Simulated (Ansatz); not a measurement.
## SnTe in Ansatz: the effect of functional

SnTe:

```
CELL_PARAMETERS angstrom
0.00000 3.12970 3.12970
3.12970 0.00000 3.12970
3.12970 3.12970 0.00000
ATOMIC_POSITIONS crystal
Te 0.50000 0.50000 0.50000
Sn 0.00000 0.00000 0.00000
```

The cell isn't the ideal one: volume scaled by 0.98.

Alike in all runs:

| Quantity | Value |
| --- | --- |
| Program | Ansatz 0.2.0 |
| Task | single point |
| Potentials or basis | Ansatz PAW |
| k mesh | 7 × 7 × 7 |
| Occupations | fermi-dirac, width 0.05 eV |
| Spin | no spin polarisation |

```csv
functional,cutoff,pressure (GPa)
LDA,420 eV (not typed: the program's choice for these potentials),-0.7
r2SCAN,500 eV (not typed: the program's choice for these potentials),2.6
PBE,420 eV (not typed: the program's choice for these potentials),?
```

Task: What does the run with functional PBE give?

Result: Pressure 3.3 GPa.

Caveats: the PAW data sets come from PBE, with cores solved anew for the run's functional, which leaves a small shift of forces and pressure (some runs).
